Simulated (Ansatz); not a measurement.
Rows from a G0W0 calculation on C on the B site plus C on the P site in BP (32-atom cell) (Ansatz 0.2.0; G0W0 on LDA, plane waves, PAW; PAW set soft_1; 2×2×2 mesh, 394 empty bands, screening to 85 eV, PAW set soft_1 files), in eV. Spin-orbit coupling is left out.

```tsv
row	k	band	start	Σx	Σc at the solution	Vxc
A	Γ	c4	10.298	-7.337	-4.007	-12.116
B	Γ	v3	8.732	-16.470	1.621	-14.995
C	Γ	c2	10.178	-7.269	-3.960	-11.899
D	Γ	v1	8.785	-16.517	1.640	-15.033
E	Γ	c1	9.756	-7.627	-3.908	-12.238
F	Γ	v4	7.195	-16.695	2.151	-14.542
```

Give the quasiparticle energies and the shift of each level.

The quasiparticle equation reads E = start + Σx + Σc(E) − Vxc.

```tsv
row	E (eV)	shift (eV)
A	11.070	+0.772
B	8.878	+0.146
C	10.848	+0.670
D	8.941	+0.156
E	10.459	+0.703
F	7.193	−0.002
```

Limits: not at the basis limit; coarse k mesh.

[Paths, hosts, dates, memory and timing lines, banners, echoed tables and standing remarks are left out of the program output.]

[Logs are printed without paths, hosts, clocks, repeated set-up lines and the standing remarks that a program may print on its own settings, such as how far it seeks lower states.]

[Runs of the session that timed out or met a known fault of the program may be left out.]

[Cells called generated may have been cut or substituted from an entry of the Crystallography Open Database or the Materials Project.]

[Hosts, paths, dates, database ids (printed as entryN), source tags and the programs' standing remarks are cut or masked in the printed files.]
